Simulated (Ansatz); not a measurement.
## Orbital-resolved density of states of SrO

```
CELL_PARAMETERS angstrom
0.00000 2.56980 2.56980
2.56980 0.00000 2.56980
2.56980 2.56980 0.00000
ATOMIC_POSITIONS crystal
Sr 0.00000 0.00000 0.00000
O 0.50000 0.50000 0.50000
```

Atoms are numbered in the order listed.

The geometry is COD entry 1100027, unchecked; take it as a test cell. It is an old determination, and later ones may differ.

The calculation used DFT, LDA, all-electron LAPW, scalar-relativistic in Ansatz 0.2.0.

Sampling and basis: a Γ-centred 8×8×8 k mesh, Fermi–Dirac smearing of 0.02 eV, basis error target 0.25 meV/atom, no spin polarisation.

States per eV for one atom of each kind, in 0.4 eV bins named by their centres, from the valence-band top, projected on a minimal set of Löwdin-orthogonalised atomic shells; orbitals are real harmonics on the Cartesian axes, equal curves share a column, and empty bins are left out, as is all above 5.9 eV, near the top of the computed bands.

O2 2p:

```
# E all pz=px=py
-2.3 0.01 0.00
-1.9 0.51 0.17
-1.5 1.73 0.58
-1.1 2.39 0.80
-0.7 4.55 1.52
-0.3 4.08 1.36
0.1 0.06 0.02
4.1 0.01 0.00
4.5 0.02 0.01
4.9 0.03 0.01
5.3 0.05 0.02
5.7 0.10 0.03
```

Sr1 5s:

```
# E all
-1.9 0.13
-1.5 0.29
-1.1 0.14
-0.7 0.04
-0.3 0.01
4.1 0.01
4.5 0.04
4.9 0.07
5.3 0.08
5.7 0.19
```
